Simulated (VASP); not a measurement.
Write the native input for VASP 6.6.1 that does the following.

```yaml
Task: band structure
Functional: PBEsol
Potentials_or_basis: VASP PAW PBE potentials, release 64 (Ga_d, Al, N)
Cutoff: 520 eV
k_mesh: 9 × 9 × 5
Occupations: gaussian, width 0.02 eV
Spin: non-collinear spin, zero start, spin-orbit coupling
Starting_moments: "[[0.0, 0.0, 0.0], [0.0, 0.0, 0.0], [0.0, 0.0, 0.0], [0.0, 0.0, 0.0]] μB"
Further_INCAR_settings: ALGO = Normal; EDIFF = 1e-06
```

AlGaN2:

```
Ga Al N
1.0
     3.14504    0.00000    0.00000
    -1.57252    2.72369    0.00000
     0.00000    0.00000    5.09353
Ga Al N
1 1 2
Direct
  0.66667 0.33333 0.50183
  0.33333 0.66667 0.99962
  0.66667 0.33333 0.88647
  0.33333 0.66667 0.37208
```

The cell comes from a database or a generator and needn't be the stable form of this composition.

One way to write it, as run:

POSCAR

```
AlGaN2                                  
1.0
    3.1450441565     -0.0000000000      0.0000000000
   -1.5725220783      2.7236881280     -0.0000000000
   -0.0000000000     -0.0000000000      5.0935320922
  Ga              Al              N             
     1     1     2
Direct
     0.6666666699999979    0.3333333300000021    0.5018344063746274
     0.3333333300000021    0.6666666699999979    0.9996180964492071
     0.6666666699999979    0.3333333300000021    0.8864697594416172
     0.3333333300000021    0.6666666699999979    0.3720777377345530
```

INCAR.step1

```
PREC = Accurate ; ENCUT = 520
EDIFF = 1E-6 ; ISMEAR = 0
SIGMA = 0.02 ; LREAL = F
LASPH = T ; NELM = 60
ALGO = Normal ; ISIF = 2
LWAVE = F ; LCHARG = T
MAGMOM = 0 0 0 0 0 0 0 0 0 0 0 0 ; LORBIT = 11
LSORBIT = T ; GGA_COMPAT = F
GGA = PS
```

KPOINTS.step1

```
regular mesh
0
Gamma
  9 9 5
```

INCAR.step2

```
PREC = Accurate ; ENCUT = 520
EDIFF = 1E-6 ; ISMEAR = 0
SIGMA = 0.05 ; LREAL = F
LASPH = T ; NELM = 60
ALGO = Normal ; ISIF = 2
LWAVE = F ; LCHARG = F
MAGMOM = 0 0 0 0 0 0 0 0 0 0 0 0 ; LORBIT = 11
LSORBIT = T ; GGA_COMPAT = F
GGA = PS ; ICHARG = 11
```

KPOINTS.step2

```
path GMKGALHA,LM,KH
15
line-mode
reciprocal
 0.0000000000  0.0000000000  0.0000000000  G
 0.5000000000  0.0000000000  0.0000000000  M

 0.5000000000  0.0000000000  0.0000000000  M
 0.3333333333  0.3333333333  0.0000000000  K

 0.3333333333  0.3333333333  0.0000000000  K
 0.0000000000  0.0000000000  0.0000000000  G

 0.0000000000  0.0000000000  0.0000000000  G
 0.0000000000  0.0000000000  0.5000000000  A

 0.0000000000  0.0000000000  0.5000000000  A
 0.5000000000  0.0000000000  0.5000000000  L

 0.5000000000  0.0000000000  0.5000000000  L
 0.3333333333  0.3333333333  0.5000000000  H

 0.3333333333  0.3333333333  0.5000000000  H
 0.0000000000  0.0000000000  0.5000000000  A

 0.5000000000  0.0000000000  0.5000000000  L
 0.5000000000  0.0000000000  0.0000000000  M

 0.3333333333  0.3333333333  0.0000000000  K
 0.3333333333  0.3333333333  0.5000000000  H
```

Potentials or basis: VASP PAW PBE potentials, release 64 (Ga_d, Al, N).

Launch:

```bash
$ cat potpaw_PBE.64/Ga_d/POTCAR potpaw_PBE.64/Al/POTCAR potpaw_PBE.64/N/POTCAR > POTCAR
$ cp INCAR.step1 INCAR
$ cp KPOINTS.step1 KPOINTS
$ mpirun -np 1 vasp_ncl > vasp.out
$ cp INCAR.step2 INCAR
$ cp KPOINTS.step2 KPOINTS
$ mpirun -np 1 vasp_ncl > vasp.out
```

It gave:

```yaml
Net_moment: 0.00 μB per cell
```

Caveat: the log is that of the step along the path at fixed density, whose energy, stress, charges and moments have no meaning.

It took 4 min on 1 thread of Intel(R) Xeon(R) 6975P-C (Granite Rapids), on a shared host, peak memory 0.43 GiB.
